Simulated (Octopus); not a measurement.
# GaSb (I-4m2) in Octopus: reference runs

Reference runs on GaSb: the cell as given.

All numbers are computed with Octopus 16.4; they aren't measurements. Logs are shortened: lines on timing, memory, paths and dates and some standing lists are left out, and cuts for length are marked.

## Step 1: The structure

The structure is tetragonal, space group I-4m2 (No. 119). Conventional cell: a = 5.507 Å, b = 5.507 Å, c = 3.181 Å, α = 90.00°, β = 90.00°, γ = 90.00°. Sb (site symmetry -4m2) has 4 Ga at 2.87 Å and 2 Sb at 3.18 Å as nearest neighbours. Around Ga (site symmetry -4m2) lie 4 Sb at 2.87 Å and 2 Ga at 3.18 Å.

Measurements of this composition are mostly on another form, of space group No. 216.

## Step 2: Single point, PBEsol

Input file inp:

```
CalculationMode = gs
UnitsOutput = eV_Angstrom
PeriodicDimensions = 3
ExperimentalFeatures = yes
PseudopotentialSet = pseudodojo_pbesol
%LatticeParameters
 1*angstrom | 1*angstrom | 1*angstrom
%
%LatticeVectors
 -2.753434 | 2.753434 | 1.590707
 2.753434 | -2.753434 | 1.590707
 2.753434 | 2.753434 | -1.590707
%
%ReducedCoordinates
 "Sb" | 0 | 0 | 0
 "Ga" | 0.75 | 0.25 | 0.5
%
%Spacing
 0.13568781*angstrom | 0.13568781*angstrom | 0.13568781*angstrom
%
DerivativesOrder = 8
%KPointsGrid
 10 | 10 | 10
%
KPointsUseSymmetries = yes
XCFunctional = gga_x_pbe_sol + gga_c_pbe_sol
SmearingFunction = fermi_dirac
Smearing = 0.05*eV
ExtraStates = 6
Eigensolver = chebyshev_filter
ConvRelDens = 3e-7
MaximumIter = 120
```

Potentials or basis: pseudodojo_pbesol (PseudoDojo 0.4, PBEsol).

Command:

```
OMP_NUM_THREADS=1 octopus > out.log
```

out.log:

```text
Running octopus

[... 13 lines left out ...]

Input: [AllElectronType = no]
Input: [PseudopotentialSet = pseudodojo_pbesol]
Reading Coordinates from ReducedCoordinates block

****************************** Species *******************************
  Species 'Sb'
    type             : pseudopotential
    file             : 'Sb.upf'
    file format      : UPF2
    valence charge   : 15.0
    atomic number    :  51
    form on file     : kleinman-bylander
    lmax             : 2
    llocal           : -1
    projectors per l : 2
    total projectors : 6
    application form : kleinman-bylander
    orbitals         :  9
    bound orbitals   :  9

  Species 'Ga'
    type             : pseudopotential
    file             : 'Ga.upf'
    file format      : UPF2
    valence charge   : 13.0
    atomic number    :  31
    form on file     : kleinman-bylander
    lmax             : 2
    llocal           : -1
    projectors per l : 2
    total projectors : 6
    application form : kleinman-bylander
    orbitals         :  9
    bound orbitals   :  9

**********************************************************************

***************************** Symmetries *****************************
Space group No.  119
International: I-4m2
Schoenflies: D2d^9
Info: The system has     8 symmorphic symmetries that can be used.
  Index                Rotation matrix                      Fractional translations
    1 :     1   0   0     0   1   0     0   0   1      0.000000    0.000000    0.000000
    2 :    -1  -1  -1     0   0   1     1   0   0      0.000000    0.000000    0.000000
    3 :     0   1   0     1   0   0    -1  -1  -1      0.000000    0.000000    0.000000
    4 :     0   0   1    -1  -1  -1     0   1   0      0.000000    0.000000    0.000000
    5 :     1   1   1     0   0  -1     0  -1   0      0.000000    0.000000    0.000000
    6 :    -1   0   0     0  -1   0     1   1   1      0.000000    0.000000    0.000000
    7 :     0   0  -1     1   1   1    -1   0   0      0.000000    0.000000    0.000000
    8 :     0  -1   0    -1   0   0     0   0  -1      0.000000    0.000000    0.000000
Info: The system also has     0 nonsymmorphic symmetries (not used for electrons).
**********************************************************************

Input: [CurvMethod = curv_affine]
Input: [DerivativesStencil = stencil_stargeneral]

****************************** Lattice *******************************
  Lattice Vectors [A]
   -2.753434    2.753434    1.590707
    2.753434   -2.753434    1.590707
    2.753434    2.753434   -1.590707
  Cell volume =            48.2391 [A^3]
  Reciprocal-Lattice Vectors [A^-1]
    0.000000    1.140973    1.974966
    1.140973    0.000000    1.974966
    1.140973    1.140973   -0.000000
  Cell angles [degree]
    alpha =   98.222
    beta  =   98.222
    gamma =  135.559
**********************************************************************

Checking if the generated full k-point grid is symmetric

   102 k-points generated from parameters :
 ---------------------------------------------------
    n =   10   10   10

    s1  =  0.00  0.00  0.00

   index |      weight  |             coordinates              |
       1 |     0.001000 |    0.000000    0.000000    0.000000  |
       2 |     0.008000 |    0.100000    0.000000    0.000000  |
       3 |     0.004000 |    0.000000    0.000000    0.100000  |
       4 |     0.008000 |    0.100000    0.100000    0.000000  |
       5 |     0.016000 |    0.100000    0.000000    0.100000  |
       6 |     0.008000 |    0.100000    0.100000    0.100000  |
[... 94 lines left out ...]
     101 |     0.004000 |   -0.400000    0.400000    0.500000  |
     102 |     0.001000 |    0.500000    0.500000    0.500000  |

Input: [SmearingFunction = fermi_dirac]
Input: [SymmetrizeDensity = yes]

******************************* States *******************************
Total electronic charge  =       28.000
Number of states         =       20
States block-size        =        4
**********************************************************************
[... 5 lines left out ...]
Simulation Box:
  Type = parallelepiped
  Lengths [A] = (   4.206,   4.206,   4.206)
Main mesh:
  Spacing [A] = ( 0.136, 0.136, 0.136)    volume/point [A^3] =      0.00162
  # inner mesh =      29791
  # total mesh =      88909
  Grid Cutoff [eV] =  2042.400738    Grid Cutoff [Ry] =   150.113699
**********************************************************************

Input: [StatesPack = yes]
Input: [StatesOrthogonalization = cholesky_serial]

**************************** Theory Level ****************************
Input: [TheoryLevel = kohn_sham]

Exchange-correlation:
  Exchange
    Perdew, Burke & Ernzerhof SOL (GGA)
    [1] J. P. Perdew, A. Ruzsinszky, G. I. Csonka, O. A. Vydrov, G. E. Scuseria, L. A. Constantin, X. Zhou, and K. Burke.,  Phys. Rev. Lett. 100, 136406 (2008)
  Correlation
    Perdew, Burke & Ernzerhof SOL (GGA)
    [1] J. P. Perdew, A. Ruzsinszky, G. I. Csonka, O. A. Vydrov, G. E. Scuseria, L. A. Constantin, X. Zhou, and K. Burke.,  Phys. Rev. Lett. 100, 136406 (2008)

**********************************************************************
[... 5 lines left out ...]
**********************************************************************

Info: FFT grid dimensions       = 31 x 31 x 31
      Total grid size           = 29791 (      0.2 MiB )
      Inefficient FFT grid. A better grid would be: 32 32 32
Input: [FilterPotentials = filter_TS]
Info: Pseudopotential for Sb
  Radii for localized parts:
    local part     =  1.3 A
    non-local part =  1.4 A
    orbitals       =  5.6 A

Info: Pseudopotential for Ga
  Radii for localized parts:
    local part     =  1.2 A
    non-local part =  1.4 A
    orbitals       =  6.8 A

Input: [RelativisticCorrection = non_relativistic]
[... 11 lines left out ...]
      Block       2 contains       4 states:       5 -       8
      Block       3 contains       4 states:       9 -      12
      Block       4 contains       4 states:      13 -      16
      Block       5 contains       4 states:      17 -      20
Info: Ground-state allocation done.
Info: Could not find 'restart/gs' directory for restart.
[... 18 lines left out ...]
** Warning:
**   Cannot do LCAO for all states because there are not enough atomic orbitals.
**   Required: 20. Available: 18. 2 orbitals will be randomized.

Info: Unnormalized total charge =     28.001471
Info: Renormalized total charge =     28.000000

** Warning:
**   Symmetrization discrepancy ratio (scalar) =  3.72071E-05

Info: Setting up Hamiltonian.
Info: Performing initial LCAO calculation with     18 orbitals.
Info: Getting Hamiltonian matrix elements.

Eigenvalues [eV]
 #st  Spin   Eigenvalue      Occupation
#k =       1, k = (  0.000000,  0.000000,  0.000000)
   1   --   -23.823213       2.000000
   2   --   -23.789971       2.000000
   3   --   -23.769192       2.000000
   4   --   -23.732992       2.000000
   5   --   -23.732571       2.000000
   6   --    -9.480469       2.000000
[... 10 lines left out ...]
  17   --    12.475917       1.444552
  18   --    12.915440       0.000791
#k =       2, k = (  0.100000,  0.000000,  0.000000)
   1   --   -23.514350       2.000000
   2   --   -23.493452       2.000000
   3   --   -23.166202       2.000000
   4   --   -23.112337       2.000000
   5   --   -23.014210       2.000000
   6   --    -9.127103       2.000000
[... 10 lines left out ...]
  17   --    12.694821       0.063212
  18   --    13.203936       0.000002
[... 100 further k-points ...]
Fermi energy =    12.523706 eV
Generating random wavefunctions for states       19 and above
Orthogonalizing wavefunctions.
Info: Ground-state restart information will be written to 'restart/gs'.
Info: SCF using complex wavefunctions.
Info: Starting SCF iteration.

** Warning:
**   Symmetrization discrepancy ratio (scalar) =  2.15236E-03

*********************** SCF CYCLE ITER #    1 ************************
 etot  = -4.53726290E+03 abs_ev   =  1.86E+02 rel_ev   =  5.60E-01
 ediff =        1.67E+02 abs_dens =  8.48E-01 rel_dens =  3.03E-02
Matrix vector products: 2550
Converged eigenvectors: 0

#  State  KPoint  Eigenvalue [eV]  Occupation    Error
      1       1      -23.828108    2.000000   ( 3.0E-04)
      1       3      -23.828090    2.000000   ( 4.4E-04)
      1       7      -23.828069    2.000000   ( 6.7E-04)
      1      10      -23.828037    2.000000   ( 1.0E-03)
      1      18      -23.828030    2.000000   ( 8.9E-04)
      1      36      -23.828011    2.000000   ( 6.1E-04)
      1      34      -23.828003    2.000000   ( 7.6E-04)
      1      26      -23.827996    2.000000   ( 1.2E-03)

  [output of 1416 eigenvalues skipped: maximum error = 1.1E-01]
[... 21 lines left out ...]
     20      72       19.987817    0.000000   ( 8.5E-02)
     20      90       20.028240    0.000000   ( 2.2E-01)
     20      95       20.318627    0.000000   ( 2.4E-01)
     20     102       20.832751    0.000000   ( 1.2E-01)
     20      83       21.268642    0.000000   ( 6.4E-02)
     20      94       21.768531    0.000000   ( 9.0E-02)
     20      91       21.858002    0.000000   ( 9.3E-02)
     20      99       22.543592    0.000000   ( 7.9E-02)

Density of states:

%---------------------------------------------------------------------
%--------------------%------------------------------------------------
%--------------------%------------------------------------------------
%--------------------%------------------------------------------------
%--------------------%------------------------------------------------
%--------------------%------------------------------------------------
%--------------------%------------------------------------------------
%--------------------%------------------------------------------------
%--------------------%------------------------------------------------
%--------------------%%---------------%%%%%-%%%%%%%%%%--------%-------
                                           ^

Fermi energy =     5.011447 eV

**********************************************************************

*********************** SCF CYCLE ITER #    2 ************************
 etot  = -4.53910104E+03 abs_ev   =  3.50E+00 rel_ev   =  1.04E-02
 ediff =        6.76E-02 abs_dens =  1.96E-01 rel_dens =  7.00E-03
Matrix vector products: 2550
Converged eigenvectors: 0
[... 151 lines left out ...]
*********************** SCF CYCLE ITER #   15 ************************
 etot  = -4.54795216E+03 abs_ev   =  5.22E-05 rel_ev   =  1.52E-07
 ediff =        2.72E-06 abs_dens =  3.95E-07 rel_dens =  1.41E-08
Matrix vector products: 2550
Converged eigenvectors: 0

#  State  KPoint  Eigenvalue [eV]  Occupation    Error
      1       1      -24.212073    2.000000   ( 5.9E-08)
      1       3      -24.212061    2.000000   ( 5.6E-08)
      1       7      -24.212050    2.000000   ( 5.8E-08)
      1     102      -24.212046    2.000000   ( 6.1E-08)
      1     101      -24.212036    2.000000   ( 5.9E-08)
      1      10      -24.212031    2.000000   ( 5.7E-08)
      1      98      -24.212028    2.000000   ( 5.9E-08)
      1      18      -24.212025    2.000000   ( 5.7E-08)

  [output of 1415 eigenvalues skipped: maximum error = 4.4E-06]
[... 21 lines left out ...]
     20      98       17.161572    0.000000   ( 3.8E-02)
     19     101       17.182947    0.000000   ( 2.1E-02)
     20      99       17.185831    0.000000   ( 1.0E-02)
     20      83       17.575890    0.000000   ( 8.6E-03)
     20     100       17.626502    0.000000   ( 4.6E-02)
     20     101       17.709767    0.000000   ( 5.1E-02)
     19     102       17.944962    0.000000   ( 1.3E-02)
     20     102       18.738230    0.000000   ( 4.5E-02)

Density of states:

%----------------------%----------------------------------------------
%----------------------%----------------------------------------------
%----------------------%----------------------------------------------
%----------------------%----------------------------------------------
%----------------------%----------------------------------------------
%----------------------%----------------------------------------------
%----------------------%----------------------------------------------
%----------------------%----------------------------------------------
%----------------------%----------------------------------------------
%----------------------%--------------%--%-%%%%%-%%%%%%%%%%%%%%%------
                                               ^

Fermi energy =     4.753511 eV

**********************************************************************

Info: SCF converged in   15 iterations

** Warning:
**   Some of the states are not fully converged!

Info: Number of matrix-vector products:      38250
Info: Finished writing information to 'restart/gs'.

Octopus emitted 19 warnings.
```

Run time: 15 min. Hardware: 1 thread of Intel Xeon 6975P-C (Granite Rapids), shared host; peak memory 3.1 GiB.

Results:

| Property | Result |
| --- | --- |
| Free energy | -4547.9569 eV |
| Band gap on the k mesh | none (metal or under the smearing width) |

Levels at points of the mesh, in eV from the Fermi level:
```csv
k point,band 10,band 11,band 12,band 13,band 14,band 15,band 16,band 17,band 18,band 19
"(0.00, 0.00, 0.00)",-14.76,-11.94,-2.93,-1.84,-1.83,3.44,4.98,7.14,7.14,7.53
"(0.50, 0.00, 0.00)",-14.73,-8.32,-5.59,-2.43,-1.47,-1.13,2.41,3.30,5.15,8.13
"(0.00, 0.00, 0.50)",-14.75,-10.48,-8.00,0.02,1.82,2.16,2.35,4.54,6.58,8.59
"(0.50, 0.50, 0.50)",-14.75,-9.33,-5.87,-4.95,-4.95,3.43,4.96,10.36,10.36,13.19
```
